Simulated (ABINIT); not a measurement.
The system is Bi.

```
CELL_PARAMETERS angstrom
2.26750 1.30914 3.93800
-2.26750 1.30914 3.93800
0.00000 -2.61828 3.93800
ATOMIC_POSITIONS crystal
Bi 0.76600 0.76600 0.76600
Bi 0.23400 0.23400 0.23400
```

Base run:

* Program: ABINIT 10.8.3 (patched build)
* Functional: PBEsol
* Potentials or basis: PseudoDojo NC SR PBEsol v0.4.1 standard
* Cutoff: 898 eV
* k mesh: 7 × 7 × 7
* Occupations: fermi-dirac, width 0.05 eV
* Spin: no spin polarisation

Its results: pressure -0.3 GPa; largest force 0.149 eV/Å.

**Question.** The run is repeated on the same cell with these changes: functional from PBEsol to PBE; potentials or basis from PseudoDojo NC SR PBEsol v0.4.1 standard to JTH PAW PBE v2.0; cutoff from 898 eV to 599 eV. What comes out?

**Answer.** Pressure 2.1 GPa; largest force 0.207 eV/Å.
